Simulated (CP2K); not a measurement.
The system is Sr.

```
Sr
1.0
     4.30253    0.00000    0.00000
     2.15127    3.72610    0.00000
     2.15127    1.24203    3.51300
Sr
1
Direct
  0.00000 0.00000 0.00000
```

Base run:

- Program: CP2K 2026.2
- Functional: BLYP
- Potentials or basis: POTENTIAL_UZH Sr GTH-PBE-q10; TZVP-MOLOPT-PBE-GTH basis
- Density cutoff: 12245 eV
- k mesh: 8 × 8 × 8
- Occupations: fermi-dirac, width 0.05 eV
- Spin: no spin polarisation

Its results: band gap on the k mesh none (metal or under the smearing width); pressure 0.0 GPa.

**Question.** The run is repeated on the same cell with these changes: functional from BLYP to PBEsol. What comes out?

**Answer.** Band gap on the k mesh none (metal or under the smearing width); pressure -0.9 GPa.

PBEsol binds more tightly than BLYP, so the same cell stands under less pressure.

Caveats: the potentials were made for another functional, which shifts forces and pressure; the basis of atomic orbitals isn't converged, which shifts pressures, moduli and gaps.
